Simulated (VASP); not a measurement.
Wanted: the native input for a VASP 6.6.1 run.

```yaml
Task: relaxation of cell and atoms
Functional: r2SCAN
Dispersion: rVV10
Potentials_or_basis: VASP PAW PBE potentials, release 64 (Te, Pt)
Cutoff: 600 eV
k_mesh: 9 × 9 × 1
Occupations: gaussian, width 0.03 eV
Spin: no spin polarisation
Further_INCAR_settings: ALGO = Normal; EDIFF = 1e-07; IBRION = 2; EDIFFG = -0.005; NSW = 90; ISIF = 3
```

The structure of Te2Pt lies in POSCAR:

```
Te2Pt                                   
1.0
    3.9622879885     -0.0000000000      0.0000000000
   -1.9811439942      3.4314420559      0.0000000000
    0.0000000000      0.0000000000     20.6005000000
  Te              Pt            
     2     1
Direct
     0.6666666699999979    0.3333333300000021    0.4317235541777624
     0.3333333300000021    0.6666666699999979    0.5682764458222377
     0.0000000000000000    0.0000000000000000    0.5000000000000000
```

These files were run (other wordings do the same):

INCAR

```
SYSTEM = Te2Pt
PREC = Accurate ; ENCUT = 600
EDIFF = 1E-7 ; ISMEAR = 0
SIGMA = 0.03 ; LREAL = .False.
LASPH = .True. ; NELM = 120
ALGO = Normal ; ISIF = 3
LWAVE = .False. ; LCHARG = .False.
METAGGA = R2SCAN ; LMIXTAU = .True.
LUSE_VDW = .True. ; IVDW_NL = 2
BPARAM = 11.95 ; CPARAM = 0.0093
IBRION = 2 ; NSW = 90
EDIFFG = -0.005 ; LATTICE_CONSTRAINTS = .TRUE. .TRUE. .FALSE.
```

KPOINTS

```
regular mesh
0
Gamma
  9 9 1
  0 0 0
```

Potentials or basis: VASP PAW PBE potentials, release 64 (Te, Pt).

Command:

```sh
$ cat potpaw_PBE.64/Te/POTCAR potpaw_PBE.64/Pt/POTCAR > POTCAR
$ mpirun -np 1 vasp_std > vasp.out
```

It gave:

* Band gap on the k mesh: 0.80 eV, indirect (least direct gap 1.34 eV)

Caveat: the relaxation stopped at its first step, so nothing moved; spin-orbit coupling is left out, which moves the levels of the heavy elements.

Wall time 50 min on 1 thread of Intel(R) Xeon(R) Platinum 8488C (Sapphire Rapids) (shared host), peak memory 1.1 GiB.
